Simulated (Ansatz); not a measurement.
# AlN (F-43m) in Ansatz: notebook, part 2 of 2

Ansatz 0.2.0. The steps go on from the part before.

**3. Single point, PBEsol0, 9.79 Å³/atom (volume scaled by 0.94)**

input.yaml

```yaml
crystal:
  lattice:
    - [0.0, 2.1394097525, 2.1394097525]
    - [2.1394097525, 0.0, 2.1394097525]
    - [2.1394097525, 2.1394097525, 0.0]
  atoms:
    - { symbol: Al, position: [0.0, 0.0, 0.0] }
    - { symbol: "N", position: [0.25, 0.25, 0.25] }
hamiltonian:
  xc: { exchange: pbesol, correlation: pbesol, exx: { coeff: 0.25 } }
  pseudopotentials: { kind: paw }
kpoints:
  mp_grid: { grid: [5, 5, 5] }
scf:
  occupations: { method: fermi_dirac, width: 0.05 }
output:
  forces: true
  stress: true
  eigenvalues: true
```

Potentials or basis: Ansatz PAW.

Run with:

```console
> ansatz run input.yaml --threads 2 --pin off --max-ram 5632MiB --backend cpu --events-out ev --progress --plain --runs-dir out
```

Wall time 2.6 s (2 threads of Intel Xeon Platinum 8488C (Sapphire Rapids), shared host); peak memory 0.49 GiB.

Results (log left out):

```
Free energy            : -911.9338 eV
Pressure               : 11.4 GPa
Band gap on the k mesh : 5.92 eV, indirect (least direct gap 6.87 eV)
```

Caveat: the k mesh is coarse (spacing up to 0.51 Å⁻¹), so the values aren't converged, least of all with exact exchange; odd divisions of the mesh miss points on the zone boundary, where band edges often lie, so the gap on the mesh can be too wide; the pressure holds a Pulay correction of +0.4 GPa for the finite cutoff; the PAW data sets come from PBE, with cores solved anew for the run's functional, which leaves a small shift of forces and pressure; the thresholds are loose for stress.

**4. Single point, PBEsol0, 10.00 Å³/atom (volume scaled by 0.96)**

input.yaml: that of step 3 with these lines changed.

```diff
@@ -2,5 +2,5 @@
   lattice:
-    - [0.0, 2.1394097525, 2.1394097525]
-    - [2.1394097525, 0.0, 2.1394097525]
-    - [2.1394097525, 2.1394097525, 0.0]
+    - [0.0, 2.1544765148, 2.1544765148]
+    - [2.1544765148, 0.0, 2.1544765148]
+    - [2.1544765148, 2.1544765148, 0.0]
   atoms:
@@ -19 +19,5 @@
   eigenvalues: true
+  write_density: true
+  write_potential: true
+  elf: true
+  volumetric_format: npy
```

Run with:

```console
> ansatz run input.yaml --threads 2 --pin off --max-ram 5632MiB --backend cpu --events-out ev --progress --plain --runs-dir out
```

Run time: 2.7 s. Hardware: 2 threads of Intel Xeon Platinum 8488C (Sapphire Rapids), shared host; peak memory 0.5 GiB.

The run converged. Its results:

```yaml
Free_energy: -911.9565 eV
Pressure: 6.2 GPa
Band_gap_on_the_k_mesh: 5.89 eV, indirect (least direct gap 6.66 eV)
```

Caveat: the k mesh is coarse (spacing up to 0.51 Å⁻¹), so the values aren't converged, least of all with exact exchange; odd divisions of the mesh miss points on the zone boundary, where band edges often lie, so the gap on the mesh can be too wide; the pressure holds a Pulay correction of +0.4 GPa for the finite cutoff; the PAW data sets come from PBE, with cores solved anew for the run's functional, which leaves a small shift of forces and pressure; the thresholds are loose for stress.

**5. Single point, PBEsol0, 10.21 Å³/atom (volume scaled by 0.98)**

input.yaml: that of step 4 with these lines changed.

```diff
@@ -2,5 +2,5 @@
   lattice:
-    - [0.0, 2.1544765148, 2.1544765148]
-    - [2.1544765148, 0.0, 2.1544765148]
-    - [2.1544765148, 2.1544765148, 0.0]
+    - [0.0, 2.169335443, 2.169335443]
+    - [2.169335443, 0.0, 2.169335443]
+    - [2.169335443, 2.169335443, 0.0]
   atoms:
@@ -19,5 +19 @@
   eigenvalues: true
-  write_density: true
-  write_potential: true
-  elf: true
-  volumetric_format: npy
```

Run with:

```console
> ansatz run input.yaml --threads 2 --pin off --max-ram 5632MiB --backend cpu --events-out ev --progress --plain --runs-dir out
```

It took 2.8 s on 2 threads of Intel Xeon Platinum 8488C (Sapphire Rapids), shared host; peak memory 0.51 GiB.

It converged, with:

```
Free energy            : -911.9662 eV
Pressure               : 1.4 GPa
Band gap on the k mesh : 5.86 eV, indirect (least direct gap 6.45 eV)
```

Caveat: the k mesh is coarse (spacing up to 0.50 Å⁻¹), so the values aren't converged, least of all with exact exchange; odd divisions of the mesh miss points on the zone boundary, where band edges often lie, so the gap on the mesh can be too wide; the pressure holds a Pulay correction of +0.4 GPa for the finite cutoff; the PAW data sets come from PBE, with cores solved anew for the run's functional, which leaves a small shift of forces and pressure; the thresholds are loose for stress.

**6. Single point, PBEsol0, 10.42 Å³/atom**

input.yaml: that of step 5 with these lines changed.

```diff
@@ -2,5 +2,5 @@
   lattice:
-    - [0.0, 2.169335443, 2.169335443]
-    - [2.169335443, 0.0, 2.169335443]
-    - [2.169335443, 2.169335443, 0.0]
+    - [0.0, 2.1839935596, 2.1839935596]
+    - [2.1839935596, 0.0, 2.1839935596]
+    - [2.1839935596, 2.1839935596, 0.0]
   atoms:
```

Potentials or basis: Ansatz PAW.

Run with:

```console
> ansatz run input.yaml --threads 2 --pin off --max-ram 5632MiB --backend cpu --events-out ev --progress --plain --runs-dir out
```

Run time: 3.1 s. Hardware: 2 threads of Intel Xeon Platinum 8488C (Sapphire Rapids), shared host; peak memory 0.53 GiB.

Results (log left out):

```
Free energy            : -911.9644 eV
Pressure               : -2.9 GPa
Band gap on the k mesh : 5.82 eV, indirect (least direct gap 6.25 eV)
```

Caveat: the k mesh is coarse (spacing up to 0.50 Å⁻¹), so the values aren't converged, least of all with exact exchange; odd divisions of the mesh miss points on the zone boundary, where band edges often lie, so the gap on the mesh can be too wide; the pressure holds a Pulay correction of +0.4 GPa for the finite cutoff; the PAW data sets come from PBE, with cores solved anew for the run's functional, which leaves a small shift of forces and pressure; the thresholds are loose for stress.

**7. Single point, PBEsol0, 10.63 Å³/atom (volume scaled by 1.02)**

input.yaml: that of step 6 with these lines changed.

```diff
@@ -2,5 +2,5 @@
   lattice:
-    - [0.0, 2.1839935596, 2.1839935596]
-    - [2.1839935596, 0.0, 2.1839935596]
-    - [2.1839935596, 2.1839935596, 0.0]
+    - [0.0, 2.1984575146, 2.1984575146]
+    - [2.1984575146, 0.0, 2.1984575146]
+    - [2.1984575146, 2.1984575146, 0.0]
   atoms:
```

Run with:

```console
> ansatz run input.yaml --threads 2 --pin off --max-ram 5632MiB --backend cpu --events-out ev --progress --plain --runs-dir out
```

Wall time 3.1 s (2 threads of Intel Xeon Platinum 8488C (Sapphire Rapids), shared host); peak memory 0.53 GiB.

It converged, with:

```yaml
Free_energy: -911.9513 eV
Pressure: -6.9 GPa
Band_gap_on_the_k_mesh: 5.79 eV, indirect (least direct gap 6.06 eV)
```

Caveat: the k mesh is coarse (spacing up to 0.50 Å⁻¹), so the values aren't converged, least of all with exact exchange; odd divisions of the mesh miss points on the zone boundary, where band edges often lie, so the gap on the mesh can be too wide; the pressure holds a Pulay correction of +0.4 GPa for the finite cutoff; the PAW data sets come from PBE, with cores solved anew for the run's functional, which leaves a small shift of forces and pressure; the thresholds are loose for stress.

**8. Single point, PBEsol0, 10.83 Å³/atom (volume scaled by 1.04)**

input.yaml: that of step 7 with these lines changed.

```diff
@@ -2,5 +2,5 @@
   lattice:
-    - [0.0, 2.1984575146, 2.1984575146]
-    - [2.1984575146, 0.0, 2.1984575146]
-    - [2.1984575146, 2.1984575146, 0.0]
+    - [0.0, 2.2127336128, 2.2127336128]
+    - [2.2127336128, 0.0, 2.2127336128]
+    - [2.2127336128, 2.2127336128, 0.0]
   atoms:
```

Run with:

```console
> ansatz run input.yaml --threads 2 --pin off --max-ram 5632MiB --backend cpu --events-out ev --progress --plain --runs-dir out
```

It took 3.3 s on 2 threads of Intel Xeon Platinum 8488C (Sapphire Rapids), shared host; peak memory 0.56 GiB.

Results (log left out):

| Quantity | Value |
| --- | --- |
| Free energy | -911.9287 eV |
| Pressure | -10.5 GPa |
| Band gap on the k mesh | 5.76 eV, indirect (least direct gap 5.87 eV) |

Caveat: the k mesh is coarse (spacing up to 0.49 Å⁻¹), so the values aren't converged, least of all with exact exchange; odd divisions of the mesh miss points on the zone boundary, where band edges often lie, so the gap on the mesh can be too wide; the pressure holds a Pulay correction of +0.4 GPa for the finite cutoff; the PAW data sets come from PBE, with cores solved anew for the run's functional, which leaves a small shift of forces and pressure; the thresholds are loose for stress.

**9. Single point, PBEsol0, 11.04 Å³/atom (volume scaled by 1.06)**

input.yaml: that of step 8 with these lines changed.

```diff
@@ -2,5 +2,5 @@
   lattice:
-    - [0.0, 2.2127336128, 2.2127336128]
-    - [2.2127336128, 0.0, 2.2127336128]
-    - [2.2127336128, 2.2127336128, 0.0]
+    - [0.0, 2.2268278375, 2.2268278375]
+    - [2.2268278375, 0.0, 2.2268278375]
+    - [2.2268278375, 2.2268278375, 0.0]
   atoms:
@@ -19 +19,5 @@
   eigenvalues: true
+  write_density: true
+  write_potential: true
+  elf: true
+  volumetric_format: npy
```

Potentials or basis: Ansatz PAW.

Run with:

```console
> ansatz run input.yaml --threads 2 --pin off --max-ram 5632MiB --backend cpu --events-out ev --progress --plain --runs-dir out
```

Wall time 3.3 s (2 threads of Intel Xeon Platinum 8488C (Sapphire Rapids), shared host); peak memory 0.56 GiB.

It converged, with:

| Quantity | Value |
| --- | --- |
| Free energy | -911.8975 eV |
| Pressure | -13.7 GPa |
| Band gap on the k mesh | 5.69 eV, direct |

Caveat: the k mesh is coarse (spacing up to 0.49 Å⁻¹), so the values aren't converged, least of all with exact exchange; odd divisions of the mesh miss points on the zone boundary, where band edges often lie, so the gap on the mesh can be too wide; the pressure holds a Pulay correction of +0.4 GPa for the finite cutoff; the PAW data sets come from PBE, with cores solved anew for the run's functional, which leaves a small shift of forces and pressure; the thresholds are loose for stress.

**10. Equation of state, PBEsol0**

No new run: the results of the series are fitted here.

What came out:

```
Equilibrium volume                      : 10.27 Å³/atom
Bulk modulus                            : 218 GPa
Pressure derivative of the bulk modulus : 3.9 (rough: it moves with the points fitted)
```

Energy against volume, from the lowest point:
```tsv
volume (Å³/atom)	energy (meV/atom)
9.792	16.24
10.001	4.86
10.209	0.00
10.417	0.93
10.626	7.44
10.834	18.76
11.042	34.35
```

Caveat: the k mesh is coarse (spacing up to 0.50 Å⁻¹), so the values aren't converged, least of all with exact exchange; the PAW data sets were made with another functional, which shifts forces and pressure a little.
